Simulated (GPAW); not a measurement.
Ir, 1 atom in the cell. It takes space group Fm-3m (No. 225, cubic). Conventional cell: a = 3.831 Å, b = 3.831 Å, c = 3.831 Å, α = 90.00°, β = 90.00°, γ = 90.00°. Ir (site symmetry m-3m) has 12 Ir at 2.71 Å as nearest neighbours. 

- Program: GPAW 26.7.0
- Task: one-shot levels on a semilocal density
- Functional: PBE
- Potentials or basis: GPAW PAW data sets (gpaw-data 1.2.1)
- Cutoff: 500 eV
- Basis: pw
- k mesh: 7 × 7 × 7
- Occupations: fermi-dirac, width 0.05 eV
- Spin: no spin polarisation
- Maxiter: 150
- hybrids on these orbitals: ["HSE06", "EXX", "B3LYP"]

Potentials or basis: GPAW PAW data sets (gpaw-data 1.2.1), pw.

Command:

```console
$ OMP_NUM_THREADS=1 python run.py
```

Hardware: 1 thread of Arm Neoverse V2, on a shared host.

Task: Estimate the wall time of this run.

Result: It took 6.6 min on 1 thread of Arm Neoverse V2, with other jobs on the host, peak memory 0.43 GiB. Counts: scf iterations 8, plane waves 363, bands 18, k points 20.
